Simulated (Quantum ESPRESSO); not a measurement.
# Mo (Im-3m) in Quantum ESPRESSO: equation of state

How stiff is Mo in PBE, and what volume does it want? The cell is scaled to several volumes.

Everything below comes from runs of Quantum ESPRESSO 7.5. Logs are shortened: lines on timing, memory, paths and dates and some standing lists are left out, and cuts for length are marked.

### Step 1. Starting point

It takes space group Im-3m (No. 229, cubic). Conventional cell: a = 3.168 Å, b = 3.168 Å, c = 3.168 Å, α = 90.00°, β = 90.00°, γ = 90.00°. Mo (site symmetry m-3m) has 8 Mo at 2.74 Å as nearest neighbours.

### Step 2. Single point, PBE, 14.94 Å³/atom

pw.in reads:

```
&CONTROL
  calculation = 'scf'
  prefix = 'pwscf'
  outdir = './tmp'
  pseudo_dir = './pseudo'
  tprnfor = .true.
  tstress = .true.
  disk_io = 'nowf'
/
&SYSTEM
  ibrav = 0
  nat = 1
  ntyp = 1
  ecutwfc = 60
  nbnd = 13
  occupations = 'smearing'
  smearing = 'fd'
  degauss = 0.00367493
/
&ELECTRONS
  conv_thr = 2d-10
  electron_maxstep = 120
  mixing_beta = 0.5
/
ATOMIC_SPECIES
Mo    95.9500 Mo_ONCV_PBE-1.0.oncvpsp.upf
CELL_PARAMETERS angstrom
  -1.5514772677    1.5514772677    1.5514772677
   1.5514772677   -1.5514772677    1.5514772677
   1.5514772677    1.5514772677   -1.5514772677
ATOMIC_POSITIONS crystal
Mo     0.0000000000    0.0000000000    0.0000000000
K_POINTS automatic
12 12 12 0 0 0
```

Potentials or basis: SSSP 1.3 efficiency PBE.

Command:

```sh
$ OMP_NUM_THREADS=1 pw.x -in pw.in > pw.out
```

pw.out:

```text
This program is part of the open-source Quantum ESPRESSO suite
     for quantum simulation of materials; please cite
[... 6 lines left out ...]
     using ibrav=0 with symmetry is DISCOURAGED, use correct ibrav instead

     Subspace diagonalization in iterative solution of the eigenvalue problem:
     a serial algorithm will be used

     G-vector sticks info
     --------------------
     sticks:   dense  smooth     PW     G-vecs:    dense   smooth      PW
     Sum         467     467    173                 6363     6363    1505

     Using Slab Decomposition

     bravais-lattice index     =            0
     lattice parameter (alat)  =       5.0781  a.u.
     unit-cell volume          =     100.8075 (a.u.)^3
     number of atoms/cell      =            1
     number of atomic types    =            1
     number of electrons       =        14.00
     number of Kohn-Sham states=           13
     kinetic-energy cutoff     =      60.0000  Ry
     charge density cutoff     =     240.0000  Ry
     scf convergence threshold =      2.0E-10
     mixing beta               =       0.5000
     number of iterations used =            8  plain     mixing
     Exchange-correlation= PBE
                           (   1   4   3   4   0   0   0)

     celldm(1)=   5.078143  celldm(2)=   0.000000  celldm(3)=   0.000000
     celldm(4)=   0.000000  celldm(5)=   0.000000  celldm(6)=   0.000000

     crystal axes: (cart. coord. in units of alat)
               a(1) = (  -0.577350   0.577350   0.577350 )
               a(2) = (   0.577350  -0.577350   0.577350 )
               a(3) = (   0.577350   0.577350  -0.577350 )

     reciprocal axes: (cart. coord. in units 2 pi/alat)
               b(1) = (  0.000000  0.866025  0.866025 )
               b(2) = (  0.866025  0.000000  0.866025 )
               b(3) = (  0.866025  0.866025  0.000000 )

     PseudoPot. # 1 for Mo read from file:
     Mo_ONCV_PBE-1.0.oncvpsp.upf
     Pseudo is Norm-conserving, Zval = 14.0
     Generated using ONCVPSP code by D. R. Hamann
     Using radial grid of 1526 points,  6 beta functions with:
                l(1) =   0
                l(2) =   0
                l(3) =   1
                l(4) =   1
                l(5) =   2
                l(6) =   2

     atomic species   valence    mass     pseudopotential
     Mo               14.00    95.95000     Mo( 1.00)

     48 Sym. Ops., with inversion, found

   Cartesian axes

     site n.     atom                  positions (alat units)
         1        Mo     tau(   1) = (   0.0000000   0.0000000   0.0000000  )

     number of k points=    72  Fermi-Dirac smearing, width (Ry)=  0.0037
                       cart. coord. in units 2pi/alat
        k(    1) = (   0.0000000   0.0000000   0.0000000), wk =   0.0011574
        k(    2) = (   0.0721688   0.0721688   0.0000000), wk =   0.0138889
        k(    3) = (   0.1443376   0.1443376   0.0000000), wk =   0.0138889
        k(    4) = (   0.2165064   0.2165064   0.0000000), wk =   0.0138889
        k(    5) = (   0.2886751   0.2886751   0.0000000), wk =   0.0138889
        k(    6) = (   0.3608439   0.3608439   0.0000000), wk =   0.0138889
[... 64 lines left out ...]
        k(   71) = (  -0.8660254  -0.0721688  -0.0721688), wk =   0.0138889
        k(   72) = (  -0.8660254  -0.8660254  -0.8660254), wk =   0.0011574

     Dense  grid:     6363 G-vectors     FFT dimensions: (  25,  25,  25)

     Initial potential from superposition of free atoms

     starting charge      13.9990, renormalised to      14.0000
     Starting wfcs are   10 randomized atomic wfcs +    3 random wfcs

     Self-consistent Calculation

     iteration #  1     ecut=    60.00 Ry     beta= 0.50
     Davidson diagonalization with overlap
     ethr =  1.00E-02,  avg # of iterations =  3.5

     Threshold (ethr) on eigenvalues was too large:
     Diagonalizing with lowered threshold

     Davidson diagonalization with overlap
     ethr =  2.38E-04,  avg # of iterations =  1.6

     total energy              =    -137.13966447 Ry
     estimated scf accuracy    <       0.03433657 Ry

     iteration #  2     ecut=    60.00 Ry     beta= 0.50
     Davidson diagonalization with overlap
     ethr =  2.45E-04,  avg # of iterations =  1.9

     total energy              =    -137.14397735 Ry
     estimated scf accuracy    <       0.00169626 Ry

     iteration #  3     ecut=    60.00 Ry     beta= 0.50
     Davidson diagonalization with overlap
     ethr =  1.21E-05,  avg # of iterations =  2.0

     total energy              =    -137.14407722 Ry
     estimated scf accuracy    <       0.00024342 Ry

     iteration #  4     ecut=    60.00 Ry     beta= 0.50
     Davidson diagonalization with overlap
     ethr =  1.74E-06,  avg # of iterations =  1.4

     total energy              =    -137.14408465 Ry
     estimated scf accuracy    <       0.00000149 Ry

     iteration #  5     ecut=    60.00 Ry     beta= 0.50
     Davidson diagonalization with overlap
     ethr =  1.06E-08,  avg # of iterations =  2.8

     total energy              =    -137.14408532 Ry
     estimated scf accuracy    <       0.00000012 Ry

     iteration #  6     ecut=    60.00 Ry     beta= 0.50
     Davidson diagonalization with overlap
     ethr =  8.52E-10,  avg # of iterations =  2.0

     total energy              =    -137.14408533 Ry
     estimated scf accuracy    <          8.1E-09 Ry

     iteration #  7     ecut=    60.00 Ry     beta= 0.50
     Davidson diagonalization with overlap
     ethr =  5.79E-11,  avg # of iterations =  1.4

     total energy              =    -137.14408533 Ry
     estimated scf accuracy    <          1.2E-09 Ry

     iteration #  8     ecut=    60.00 Ry     beta= 0.50
     Davidson diagonalization with overlap
     ethr =  8.72E-12,  avg # of iterations =  2.0

     End of self-consistent calculation

          k = 0.0000 0.0000 0.0000 (   791 PWs)   bands (ev):

   -38.8663 -12.0330 -12.0330 -12.0330  15.0423  20.9538  20.9538  20.9538
    24.1507  24.1507  37.6184  37.6184  37.6184

          k = 0.0722 0.0722 0.0000 (   779 PWs)   bands (ev):

   -38.8456 -12.1493 -12.0686 -12.0340  15.3615  20.7713  20.9201  21.2611
    23.8939  24.1566  37.8514  38.1563  38.2423

          k = 0.1443 0.1443 0.0000 (   784 PWs)   bands (ev):

   -38.7886 -12.4602 -12.1646 -12.0367  16.1927  20.3086  20.7677  22.1534
    23.5400  24.1999  38.1897  39.3757  39.6713

          k = 0.2165 0.2165 0.0000 (   790 PWs)   bands (ev):

   -38.7098 -12.8701 -12.2933 -12.0406  17.0354  19.7441  20.7926  23.5345
    23.5960  24.3261  37.6474  39.1980  41.9328

          k = 0.2887 0.2887 0.0000 (   806 PWs)   bands (ev):

   -38.6299 -13.2649 -12.4192 -12.0446  17.1825  19.2395  21.7687  23.9567
    24.5413  25.2078  36.2950  37.4512  44.2992

          k = 0.3608 0.3608 0.0000 (   802 PWs)   bands (ev):

   -38.5708 -13.5455 -12.5097 -12.0476  16.9323  18.9002  23.2595  24.2957
    24.7700  26.7668  35.1237  35.5700  41.6301

          k =-0.4330-0.4330 0.0000 (   798 PWs)   bands (ev):

   -38.5489 -13.6466 -12.5424 -12.0487  16.8038  18.7814  24.2072  24.2229
    24.8729  27.4638  34.6766  34.7289  40.5551

          k = 0.1443 0.0722 0.0722 (   791 PWs)   bands (ev):

   -38.8067 -12.3628 -12.1081 -12.0622  15.9475  20.5441  20.6677  21.9253
    23.5234  24.2484  38.2937  38.9828  39.1530

          k = 0.2165 0.1443 0.0722 (   789 PWs)   bands (ev):

   -38.7388 -12.7086 -12.2242 -12.0765  16.8715  20.0464  20.4237  23.1381
    23.3247  24.4323  38.4416  39.4456  40.4896

          k = 0.2887 0.2165 0.0722 (   798 PWs)   bands (ev):

   -38.6593 -13.0894 -12.3702 -12.0834  17.4363  19.5089  20.7616  23.5233
    24.6168  24.8347  37.2192  38.4489  42.5179

          k = 0.3608 0.2887 0.0722 (   792 PWs)   bands (ev):

   -38.5897 -13.4082 -12.4962 -12.0886  17.2915  19.1012  21.9514  23.9700
    24.8885  26.5757  35.8064  36.5408  41.9315

          k = 0.4330 0.3608 0.0722 (   793 PWs)   bands (ev):

   -38.5490 -13.5883 -12.5681 -12.0914  17.0587  18.8845  23.0165  24.1367
    25.2908  27.8706  34.7129  35.2391  40.3380

          k = 0.2887 0.1443 0.1443 (   797 PWs)   bands (ev):

   -38.6701 -13.0040 -12.3404 -12.1325  17.6948  19.7686  20.0323  23.2280
    24.6289  24.9165  38.0392  38.8578  41.2683

          k = 0.3608 0.2165 0.1443 (   792 PWs)   bands (ev):

   -38.6006 -13.2680 -12.5098 -12.1588  17.9507  19.3473  20.5750  23.5143
    24.9424  26.7908  36.4791  37.8317  41.3222
[... 243 lines left out ...]
   -38.4394 -13.3975 -12.8476 -12.6103  17.7616  18.8821  21.5882  22.7473
    27.0391  30.3874  33.7341  37.0633  40.2641

          k =-0.7939-0.1443-0.2165 (   784 PWs)   bands (ev):

   -38.4192 -13.2983 -12.9940 -12.6703  17.7837  18.2832  21.7826  23.9279
    26.3127  30.8197  34.1632  35.8664  41.4921

          k =-0.7217-0.1443-0.1443 (   790 PWs)   bands (ev):

   -38.4050 -13.1854 -13.1854 -12.6686  17.8882  17.8882  21.6682  25.4541
    25.4541  33.3603  33.3603  33.4279  42.6907

          k =-0.0000-0.0000 0.5774 (   787 PWs)   bands (ev):

   -38.4464 -13.0961 -12.8558 -12.8558  17.9470  18.3391  23.1665  23.1665
    24.8105  27.8325  38.0186  38.0186  39.3908

          k = 0.0000-0.0722 0.6495 (   792 PWs)   bands (ev):

   -38.4007 -13.2069 -12.9574 -12.8883  17.4590  17.8535  23.5101  23.8390
    26.0437  29.4999  35.3567  36.0352  41.0502

          k =-0.8660-0.1443-0.1443 (   794 PWs)   bands (ev):

   -38.3839 -13.2688 -12.9942 -12.8777  17.3072  17.6452  23.5106  24.0259
    26.8381  31.3909  33.1089  35.0783  42.2227

          k =-0.7939-0.0722-0.1443 (   796 PWs)   bands (ev):

   -38.3710 -13.2031 -13.0950 -12.9068  17.1859  17.3608  23.6767  25.2635
    26.3337  31.3719  33.7615  33.9134  42.5722

          k = 0.0000 0.0000 0.7217 (   792 PWs)   bands (ev):

   -38.3585 -13.1414 -13.0616 -13.0616  16.9451  17.1620  25.1909  25.1909
    26.1055  30.4159  34.0589  34.0589  42.1812

          k =-0.8660-0.0722-0.0722 (   802 PWs)   bands (ev):

   -38.3430 -13.1728 -13.0992 -13.0684  16.8007  16.8683  25.5293  25.7450
    26.6952  31.8196  32.3711  33.0422  43.3456

          k =-0.8660-0.8660-0.8660 (   784 PWs)   bands (ev):

   -38.3280 -13.1372 -13.1372 -13.1372  16.6033  16.6033  26.6438  26.6438
    26.6438  31.9211  31.9211  31.9211  43.0258

     the Fermi energy is    22.3633 ev

!    total energy              =    -137.14408533 Ry
     estimated scf accuracy    <          6.9E-12 Ry
     smearing contrib. (-TS)   =      -0.00015484 Ry
     internal energy E=F+TS    =    -137.14393050 Ry

     The total energy is F=E-TS. E is the sum of the following terms:
     one-electron contribution =     -17.33570720 Ry
     hartree contribution      =      17.54732670 Ry
     xc contribution           =     -15.71126566 Ry
     ewald contribution        =    -121.64428433 Ry

     convergence has been achieved in   8 iterations

     Forces acting on atoms (cartesian axes, Ry/au):

     atom    1 type  1   force =     0.00000000    0.00000000    0.00000000

     Total force =     0.000000     Total SCF correction =     0.000000

     Computing stress (Cartesian axis) and pressure

          total   stress  (Ry/bohr**3)                   (kbar)     P=      158.86
   0.00107988   0.00000000   0.00000000          158.86        0.00        0.00
   0.00000000   0.00107988   0.00000000            0.00      158.86        0.00
   0.00000000   0.00000000   0.00107988            0.00        0.00      158.86

=------------------------------------------------------------------------------=
   JOB DONE.
=------------------------------------------------------------------------------=
```

Run time: 9 s. Hardware: 1 thread of Intel Xeon Platinum 8259CL at 2.50GHz (Skylake/Cascade Lake), shared host; peak memory 0.06 GiB.

What came out:

```yaml
Free_energy: -1865.9403 eV
Pressure: 15.9 GPa
Band_gap_on_the_k_mesh: none (metal or under the smearing width)
```

(Continued in part 2 of 2.)
